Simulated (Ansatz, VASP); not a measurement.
AlN in VASP and in Ansatz

```
Al N
1.0
     3.06375    0.00000    0.00000
    -1.53187    2.65328    0.00000
     0.00000    0.00000    4.88589
Al N
2 2
Direct
  0.33333 0.66667 0.99949
  0.66667 0.33333 0.49949
  0.33333 0.66667 0.38251
  0.66667 0.33333 0.88251
```

Alike in both runs: functional HSE06; k mesh 6 × 6 × 4; no spin polarisation.

Ansatz relaxed the structure, and its values are those at the end. VASP's run is a single point on that final structure, the one shown.

```csv
,VASP,Ansatz
version,VASP 6.6.1,Ansatz 0.2.0
potentials or method,"VASP PAW PBE potentials, release 64 (Al, N)","scalar-relativistic, plane waves, PAW"
plane-wave cutoff (eV),520,520
occupations,"gaussian, width 0.01 eV",fixed
valence electrons in the cell,16,16
```

Ansatz gave:

| Item | Value |
| --- | --- |
| gap on the k mesh at the Fermi level (eV) | 6.02 |
| least direct gap on the mesh (eV) | 6.02 |
| pressure (GPa) | 10.0 |

Problem. Estimate VASP's values.

Solution. gap on the k mesh at the Fermi level (eV): 6.01; least direct gap on the mesh (eV): 6.01; pressure (GPa): 9.9.

Caveats: the PAW data sets were made with another functional, which shifts forces and pressure a little (VASP). A k mesh can miss the band edges.
